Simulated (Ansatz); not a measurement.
## SnSe: what symmetry allows forces and stress to be

```xyz
4
Lattice="4.0941 0.0000 0.0000 0.0000 4.0941 0.0000 0.0000 0.0000 11.1596" Properties=species:S:1:pos:R:3 pbc="T T T"
Sn    2.0470    0.0000    4.0627
Sn    0.0000    2.0470    7.0298
Se    2.0470    0.0000    6.9513
Se    0.0000    2.0470    4.2754
```

The calculation used DFT PBEsol, scalar-relativistic, plane waves, PAW (Ansatz).

Plane waves to 420 eV, a k mesh through Γ of 6×6×4 on the computed 4-atom cell and Gaussian smearing (0.02 eV); no spin polarisation.

This distorted cell has space group P4mm, with 8 operations.

Q: Without a calculation: in which directions can each atom feel a force?

A: A force must be left unchanged by every operation that keeps its atom in place, so it lies in the space that those operations leave fixed. Atoms that the group maps onto each other feel forces of one size.
```
atom site symmetry operations at the site equivalent to atom allowed force (Cartesian)
 Sn1            4mm                       8                   1   along (0.00, 0.00, 1.00)
 Sn2            4mm                       8                   2   along (0.00, 0.00, 1.00)
 Se3            4mm                       8                   3   along (0.00, 0.00, 1.00)
 Se4            4mm                       8                   4   along (0.00, 0.00, 1.00)
```

That leaves 4 independent force components of 12, tied by 1 condition that the forces sum to zero, so 3 remain. A relaxation in this cell that keeps the symmetry moves the atoms in these directions alone.

Q: And the stress tensor?

A: It must be invariant under the point group, which leaves 2 independent components: yz, xz, xy vanish; xx = yy.

Q: Do the computed values obey this?

A: Yes. Forces (eV/Å):
```
Sn1  0.000  0.000  0.596
Sn2  0.000  0.000 -0.121
Se3  0.000  0.000 -0.510
Se4  0.000  0.000  0.035
```

Stress (GPa, compression positive, xx yy zz yz xz xy): 2.37 2.37 -1.56 0.00 0.00 0.00. The program imposes the same operations on density, forces and stress, so this confirms the analysis and is no independent test of the calculation.

The cell holds layers, and where no dispersion correction was added their binding is poorly described.

This form isn't the usual stable structure of the compound.